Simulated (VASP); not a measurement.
Input of a VASP 6.6.1 run:

The input POSCAR:

```
SrO
1.0
    0.0000000000      2.6019509623      2.6019509623
    2.6019509623      0.0000000000      2.6019509623
    2.6019509623      2.6019509623      0.0000000000
  Sr              O
     1     1
Direct
     0.5000000000000000    0.5000000000000000    0.5000000000000000
     0.0000000000000000    0.0000000000000000    0.0000000000000000
```

The input INCAR.step1:

```
SYSTEM = SrO
  PREC = Accurate
  ENCUT = 600
  EDIFF = 1E-8
  ISMEAR = 0
  SIGMA = 0.03
  LREAL = .False.
  LASPH = .True.
  NELM = 80
  ALGO = Normal
  ISIF = 3
  LWAVE = .False.
  LCHARG = .False.
  GGA = PE
  IBRION = 2
  NSW = 40
  EDIFFG = -0.002
```

The input INCAR.step2:

```
SYSTEM = SrO
  PREC = Accurate
  ENCUT = 600
  EDIFF = 1E-8
  ISMEAR = 0
  SIGMA = 0.03
  LREAL = .False.
  LASPH = .True.
  NELM = 80
  ALGO = Normal
  ISIF = 3
  LWAVE = .False.
  LCHARG = .False.
  GGA = PE
  IBRION = 6
  NFREE = 2
  POTIM = 0.015
  NSW = 1
```

The input KPOINTS:

```
Automatic mesh
0
Gamma
  10 10 10
  0 0 0
```

Potentials or basis: VASP PAW PBE potentials, release 64 (Sr_sv, O).

The run is started by

```bash
$ cat potpaw_PBE.64/Sr_sv/POTCAR potpaw_PBE.64/O/POTCAR > POTCAR
$ cp INCAR.step1 INCAR
$ mpirun -np 1 vasp_std > vasp.out
$ cp CONTCAR POSCAR
$ cp INCAR.step2 INCAR
$ mpirun -np 1 vasp_std > vasp.out
```

(1) Predict the elastic constants C11, C12, C44.

(2) What does it give for the Voigt bulk modulus?

(3) What does it give for the highest phonon frequency at Γ, LO-TO splitting left out?

Answers

(1) 162, 46, 54 GPa.

(2) 84 GPa.

(3) 193 cm⁻¹.
